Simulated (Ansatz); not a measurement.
Results of rVV10 (PAW; Ansatz, a quantum-chemistry and plane-wave program) for zinc-blende InN (metastable phase).

Settings: plane-wave cutoff 520 eV, 12×12×12 k mesh, Fermi–Dirac smearing 0.01 eV, scalar-relativistic PAW data made under PBE.

Energies at three volumes about the minimum:

```
V (Å³/atom)  E − E_lowest (meV/atom)
-----------  -----------------------
16.006                          2.52
16.333                          0.00
16.660                          2.32
```

Question: Fit a parabola by hand: where is the minimum, what lattice constant follows, and what is the bulk modulus?

Answer: Slopes: (0.00 − 2.52)/(16.333 − 16.006) = -7.706 and (2.32 − 0.00)/(16.660 − 16.333) = 7.095 meV/Å³. Curvature E″ = 2 × (7.095 − (-7.706))/(16.660 − 16.006) = 45.263 meV/Å⁶. From the middle of the first interval, the slope vanishes at V0 = 16.1695 − (-7.706)/45.263 = 16.340 Å³/atom. B = V0 E″ = 16.340 × 45.263 meV/Å³ × 0.1602 GPa per meV/Å³ = 118 GPa. With 8 atoms in the cube, a = (8 × 16.340)^(1/3) = 5.075 Å. The full Birch–Murnaghan fit to all volumes gives V0 = 16.333 Å³/atom and B0 = 119 GPa.

Measured, for comparison: lattice constant a 5.01 ± 0.01 Å (temperature not stated, not corrected to a static lattice, epilayer on 3C-SiC; as tabulated in Schörmann, As, Lischka, Schley, Goldhahn et al., Appl. Phys. Lett. 89, 261903 …).

Note: the gap of the solid is closed in this run; this level leaves the solid without a gap, although one is measured.
